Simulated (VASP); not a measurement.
# GaSb (F-43m) in VASP: settings compared, part 2 of 2

VASP 6.6.1. The steps go on from the part before.

**4. Single point, r2SCAN (functional r2SCAN, strained and moved within the space group)**

Contents of POSCAR:

```
GaSb
1.0
    0.0000000000      3.1670438800      3.1670438800
    3.1670438800      0.0000000000      3.1670438800
    3.1670438800      3.1670438800      0.0000000000
Ga Sb
1 1
Direct
    0.0000000000      0.0000000000      0.0000000000
    0.7500000000      0.7500000000      0.7500000000
```

Contents of INCAR.step1:

```
ALGO     = Normal         # electronic algorithm
EDIFF    = 1E-4           # SCF threshold, eV
ENCUT    = 520            # plane-wave cutoff, eV
GGA      = PE             # functional
ISMEAR   = 0              # smearing method
LASPH    = T              # aspherical terms in the spheres
LCHARG   = F              # write CHGCAR
LREAL    = F              # projectors in reciprocal space
LWAVE    = T              # write WAVECAR
NBANDS   = 16             # bands
NELM     = 100            # most SCF steps
PREC     = Accurate       # precision mode
SIGMA    = 0.1            # smearing width, eV
```

Contents of INCAR.step2:

```
ALGO     = Normal         # electronic algorithm
EDIFF    = 1E-6           # SCF threshold, eV
ENCUT    = 520            # plane-wave cutoff, eV
ISIF     = 2              # what is computed and relaxed
ISMEAR   = 0              # smearing method
ISTART   = 1            
LASPH    = T              # aspherical terms in the spheres
LCHARG   = F              # write CHGCAR
LMIXTAU  = T            
LREAL    = F              # projectors in reciprocal space
LWAVE    = F              # write WAVECAR
METAGGA  = R2SCAN         # meta-GGA
NBANDS   = 16             # bands
NELM     = 100            # most SCF steps
PREC     = Accurate       # precision mode
SIGMA    = 0.1            # smearing width, eV
```

Contents of KPOINTS:

```
k-points
0
Gamma
  12 12 12
```

Potentials or basis: VASP PAW PBE potentials, release 64 (Ga_d, Sb).

The run is started by

```bash
cat potpaw_PBE.64/Ga_d/POTCAR potpaw_PBE.64/Sb/POTCAR > POTCAR
cp INCAR.step1 INCAR
mpirun -np 1 vasp_std > vasp.out
cp INCAR.step2 INCAR
mpirun -np 1 vasp_std > vasp.out
```

OUTCAR:

```text
EDIFF = 1E-6
   ENCUT = 520
   ISIF = 2
   ISMEAR = 0
   ISTART = 1
   LASPH = T
   LREAL = F
   METAGGA = R2SCAN
   NELM = 100
   PREC = Accurate

 ion  position               nearest neighbor table
   1  0.000  0.000  0.000-   2 2.74   2 2.74   2 2.74   2 2.74
   2  0.750  0.750  0.750-   1 2.74   1 2.74   1 2.74   1 2.74

  LATTYP: Found a face centered cubic cell.
 ALAT       =     6.3340877600

  Lattice vectors:

 A1 = (   0.0000000000,   3.1670438800,   3.1670438800)
 A2 = (   3.1670438800,   0.0000000000,   3.1670438800)
 A3 = (   3.1670438800,   3.1670438800,   0.0000000000)

Analysis of symmetry for initial positions (statically):
=====================================================================
 Subroutine PRICEL returns:
 Original cell was already a primitive cell.

 Routine SETGRP: Setting up the symmetry group for a
 face centered cubic supercell.

 Subroutine GETGRP returns: Found 24 space group operations
 (whereof 24 operations were pure point group operations)
 out of a pool of 48 trial point group operations.

The static configuration has the point symmetry T_d .

Analysis of symmetry for dynamics (positions and initial velocities):
=====================================================================
 Subroutine PRICEL returns:
 Original cell was already a primitive cell.

 Routine SETGRP: Setting up the symmetry group for a
 face centered cubic supercell.

 Subroutine GETGRP returns: Found 24 space group operations
 (whereof 24 operations were pure point group operations)
 out of a pool of 48 trial point group operations.

The dynamic configuration has the point symmetry T_d .

 Subroutine INISYM returns: Found 24 space group operations
 (whereof 24 operations are pure point group operations),
 and found     1 'primitive' translations

----------------------------------------------------------------------------------------

[... 111 lines left out ...]
     AMIX     =   0.40;   BMIX     =  1.00
     AMIX_MAG =   1.60;   BMIX_MAG =  1.00
  volume/ion in A,a.u.               =      31.77       214.37
  Fermi-wavevector in a.u.,A,eV,Ry     =   1.075231  2.031891 15.729977  1.156121
  Thomas-Fermi vector in A             =   2.211081
   LORBIT       =      0    0 simple, 1 ext, 2 COOP (PROOUT), +10 PAW based schemes
   METAGGA = R2SCAN    functional components
   LHFCALC =     F    Hartree Fock is set to
   AEXX    =    0.0000 exact exchange contribution
   IVDW    =     0    specifies the selected vdW correction
   LEPSILON=     F    determine dielectric tensor
   LRPA    =     F    only Hartree local field effects (RPA)
 non-spin polarized calculation
 Gauss-broadening in eV      SIGMA  =   0.10
  energy-cutoff  :      520.00
  volume of cell :       63.53
 maximum number of plane-waves:      1735
 NGX is ok and might be reduce to    36
   NGX = 17   NGY = 17   NGZ = 17

 number of electron      18.0000009 magnetization

 Free energy of the ion-electron system (eV)
  ---------------------------------------------------
  ext. energy  EPLUGINS =         0.00000000
  ---------------------------------------------------
  free energy    TOTEN  =       -37.52627009 eV

  energy without entropy =      -37.52612956  energy(sigma->0) =      -37.52619983

 E-fermi :   3.7193     XC(G=0):  -9.2480

 val. band max:        3.6674877883   @ k =   0.0000   0.0000   0.0000
 cond. band min:       4.1230827157   @ k =   0.5000   0.0000   0.0000
 fundamental gap:      0.4555949274
 Fermi energy:         3.7193454375

 k-point     1 :       0.0000    0.0000    0.0000
  band No.  band energies     occupation
      1     -11.6575      2.00000
      2     -11.6575      2.00000
      3     -11.6574      2.00000
      4     -11.6153      2.00000
      5     -11.6153      2.00000
      6      -7.5611      2.00000
[... 433 lines left out ...]
      3     -11.6470      2.00000
      4     -11.6163      2.00000
      5     -11.6152      2.00000
      6      -5.9256      2.00000
[... 8 lines left out ...]
     15      12.6262      0.00000
     16      13.1236      0.00000

 [... further k-points ...]

------------------------ aborting loop because EDIFF is reached ----------------------------------------

  FORCE on cell =-STRESS in cart. coord.  units (eV):
  Direction    XX          YY          ZZ          XY          YZ          ZX
  --------------------------------------------------------------------------------------
  -------------------------------------------------------------------------------------
  Total       -1.6002946     -1.6002946     -1.6002946     -0.0000000      0.0000000     -0.0000000
  in kB      -40.3569454    -40.3569454    -40.3569454     -0.0000000      0.0000000     -0.0000000
  external PRESSURE =     -40.3569454 kB  Pullay stress =       0.0000000 kB

 VOLUME and BASIS-vectors are now :
 -----------------------------------------------------------------------------
  energy-cutoff  :      520.00
  volume of cell :       63.53
      direct lattice vectors                 reciprocal lattice vectors
     0.000000000  3.167043880  3.167043880    -0.157875931  0.157875931  0.157875931
     3.167043880  0.000000000  3.167043880     0.157875931 -0.157875931  0.157875931
     3.167043880  3.167043880  0.000000000     0.157875931  0.157875931 -0.157875931

 POSITION                                       TOTAL-FORCE (eV/Angst)
 -----------------------------------------------------------------------------------
      0.00000      0.00000      0.00000        -0.000000     -0.000000     -0.000000
      4.75057      4.75057      4.75057         0.000000      0.000000      0.000000
 -----------------------------------------------------------------------------------
    total drift:                               -0.000005     -0.000005     -0.000005

  FREE ENERGIE OF THE ION-ELECTRON SYSTEM (eV)
  ---------------------------------------------------
  free  energy   TOTEN  =       -37.5262700935 eV

  energy  without entropy=      -37.5261295590  energy(sigma->0) =      -37.52619983
```

Wall time 2.8 min (1 thread of Intel Xeon Platinum 8375C at 2.90GHz (Ice Lake), shared host); peak memory 0.26 GiB.

What came out:

- Free energy: -37.5263 eV
- Pressure: -4.0 GPa
- Band gap on the k mesh: none (metal or under the smearing width)

Levels at points of the mesh, in eV from the Fermi level:
| k point | band 7 | band 8 | band 9 | band 10 | band 11 | band 12 |
| --- | --- | --- | --- | --- | --- | --- |
| (0.00, 0.00, 0.00) | -0.36 | -0.05 | -0.05 | -0.05 | 2.96 | 2.96 |
| (0.50, 0.00, 0.00) | -6.14 | -1.10 | -1.10 | 0.40 | 3.95 | 3.95 |
| (0.50, 0.50, 0.00) | -6.63 | -2.39 | -2.39 | 1.15 | 1.60 | 8.51 |

Caveat: the PAW data sets were made with another functional, which shifts forces and pressure a little. Spin-orbit coupling is left out, which matters for the levels of Sb.

**5. Single point, PBE (strained and moved within the space group)**

Contents of INCAR:

```
SYSTEM = GaSb
  ALGO = Normal
  EDIFF = 1E-6
  ENCUT = 520
  GGA = PE
  ISIF = 2
  ISMEAR = 0
  LASPH = .True.
  LCHARG = .True.
  LELF = .True.
  LREAL = .False.
  LVHAR = .True.
  LWAVE = .False.
  NBANDS = 16
  NELM = 100
  PREC = Accurate
  SIGMA = 0.1
```

Contents of KPOINTS:

```
k-points
0
Gamma
  12 12 12
  0 0 0
```

Contents of POSCAR:

```
GaSb
1.0
    0.0000000000      2.9443180900      2.9443180900
    2.9443180900      0.0000000000      2.9443180900
    2.9443180900      2.9443180900      0.0000000000
Ga Sb
1 1
Direct
    0.0000000000      0.0000000000      0.0000000000
    0.7500000000      0.7500000000      0.7500000000
```

The run is started by

```bash
cat potpaw_PBE.64/Ga_d/POTCAR potpaw_PBE.64/Sb/POTCAR > POTCAR
mpirun -np 1 vasp_std > vasp.out
```

Wall time 33 s (1 thread of Intel Xeon Platinum 8375C at 2.90GHz (Ice Lake), shared host); peak memory 0.21 GiB.

The run converged. Its results:

| Item | Value |
| --- | --- |
| Free energy | -7.1150 eV |
| Pressure | 10.7 GPa |
| Band gap on the k mesh | 0.66 eV, indirect (least direct gap 0.89 eV) |

Levels at points of the mesh, in eV from the valence-band top:
```
           k point  band 6  band 7  band 8  band 9  band 10  band 11  band 12  band 13
(0.00, 0.00, 0.00)  -12.34    0.00    0.00    0.00     0.89     2.73     2.73     2.73
(0.50, 0.00, 0.00)  -10.40   -6.99   -1.35   -1.35     0.66     3.73     3.73     6.35
(0.50, 0.50, 0.00)   -9.39   -7.38   -3.01   -3.01     0.75     1.01     9.45     9.45
```

Caveat: spin-orbit coupling is left out, which moves the levels of the heavy elements. A k mesh can miss the band edges.

**6. The runs side by side**

| level | cell | gap on the mesh (eV) | pressure (GPa) |
| --- | --- | --- | --- |
| PBE | as given | none | 0.1 |
| PBE | strained and moved within the space group | 0.66 | 10.7 |
| r2SCAN | functional r2SCAN, strained and moved within the space group | none | -4.0 |

Alike in all rows: task single point; potentials or basis VASP PAW PBE potentials, release 64 (Ga_d, Sb); no spin polarisation; k mesh 12 × 12 × 12; cutoff (eV) 520; smearing gaussian 0.1 eV.

Caveats: this crystal is a semiconductor, whose small gap the functional closes, so the metal is an error of the method (some runs); spin-orbit coupling is left out, which moves the levels of the heavy elements (some runs); the PAW data sets were made with another functional, which shifts forces and pressure a little (some runs).

Absolute energies hang on the potentials; compare differences alone.

**7. Comparison with measurements**

Step 2. Against the measured gap of GaSb, 0.811 eV (direct; 4.2 K; a printed reference work, data compilation), the calculated 0.00 eV is off by -0.81 eV. Spin-orbit coupling on Ga, Sb is left out. The value is that of PBE on a finite k mesh, which can miss the band edges, without temperature or zero-point motion. Semilocal functionals fall short of measured gaps as a rule.
